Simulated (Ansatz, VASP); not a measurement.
**Sn: VASP beside Ansatz**

Contents of INCAR:

```
SYSTEM = Sn
ALGO     = Normal         ! electronic algorithm
EDIFF    = 1E-6           ! SCF threshold, eV
EDIFFG   = -0.005         ! ionic threshold
ENCUT    = 600            ! plane-wave cutoff, eV
GGA      = PE             ! functional
IBRION   = 2              ! ionic algorithm
ISIF     = 3              ! what is computed and relaxed
ISMEAR   = 0              ! smearing method
IVDW     = 12             ! dispersion correction
LASPH    = .True.         ! aspherical terms in the spheres
LCHARG   = .False.        ! write CHGCAR
LREAL    = .False.        ! projectors in reciprocal space
LWAVE    = .False.        ! write WAVECAR
NELM     = 80             ! most SCF steps
NSW      = 100            ! ionic steps
PREC     = Accurate       ! precision mode
SIGMA    = 0.1            ! smearing width, eV
```

The input KPOINTS:

```
k-points
0
Gamma
  12 12 12
  0 0 0
```

The input POSCAR:

```
Sn
1.0
    0.0000000000      3.2456000000      3.2456000000
    3.2456000000      0.0000000000      3.2456000000
    3.2456000000      3.2456000000      0.0000000000
Sn
2
Direct
    0.5000000000      0.5000000000      0.5000000000
    0.7500000000      0.7500000000      0.7500000000
```

Input for Ansatz:

```yaml
crystal:
  lattice:
    - [0.0, 3.2456, 3.2456]
    - [3.2456, 0.0, 3.2456]
    - [3.2456, 3.2456, 0.0]
  atoms:
    - { symbol: Sn, position: [0.5, 0.5, 0.5] }
    - { symbol: Sn, position: [0.75, 0.75, 0.75] }
basis:
  ecutwfc: 420
kpoints:
  mp_grid: { grid: [12, 12, 12] }
hamiltonian:
  xc: pbe
  dispersion: d3bj
scf:
  occupations: { method: gaussian, width: 0.1 }
output:
  forces: true
  stress: true
  eigenvalues: true
  write_density: true
  write_potential: true
  elf: true
  volumetric_format: npy
relax:
  adjacent_minimum: "off"
  f_tol: 0.005
  max_steps: 80
  cell: { stress_tol: 0.05 }
```

This isn't the form of Sn at room conditions, which is tetragonal (white tin).

Alike in both runs: task relaxation of cell and atoms; functional PBE; dispersion D3(BJ); k mesh 12 × 12 × 12; occupations gaussian, width 0.1 eV; no spin polarisation.

|  | VASP | Ansatz |
| --- | --- | --- |
| version | VASP 6.6.1 | Ansatz 0.2.0 |
| potentials or method | VASP PAW PBE potentials, release 64 (Sn_d) | scalar-relativistic, plane waves, PAW |
| plane-wave cutoff (eV) | 600 | 420 |
| valence electrons in the cell | 28 | 28 |

```csv
,VASP,Ansatz,Ansatz less VASP
"gap on the k mesh at the Fermi level, each at its own relaxed structure (eV)",none,none,-
relaxed volume (Å³/atom),35.48,35.51,+0.029
relaxed cell length with the largest relative difference (Å),4.647,4.648,+0.0013
energy change over the relaxation (meV/atom),-6,-6,-0.2
```

A gap of «none» marks a metal or a gap that the smearing closes.

Caveats: pairwise dispersion overbinds metals, which lowers pressure and volume. Zero-point motion and thermal expansion aren't in these numbers.
